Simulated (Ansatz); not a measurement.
Results of BLYP (PAW; Ansatz, a first-principles code) for rock-salt NaBr.

Numerical settings: plane-wave cutoff 520 eV, 10×10×10 k mesh, Fermi–Dirac smearing 0.01 eV, scalar-relativistic PAW data made under PBE.

The cell is scaled about its equilibrium volume:

```
V (Å³/atom)  P (GPa)  direct gap at Γ (eV)
-----------  -------  --------------------
27.015          1.25                 4.155
27.590          0.78                 4.092
28.165          0.37                 4.032
28.740          0.00                 3.975
29.315         -0.33                 3.921
29.889         -0.62                 3.870
30.464         -0.89                 3.821
```

A straight line through the gaps at Γ against ln V gives a volume deformation potential dE_g(Γ)/d ln V of -2.8 eV: the gap at Γ widens under compression.

Measured, for comparison: band gap 7.1 eV (temperature not stated, no zero-point or thermal correction; as tabulated in Aguado et al. (1998), arXiv:cond-mat/9809176).

Spin–orbit coupling is not included.
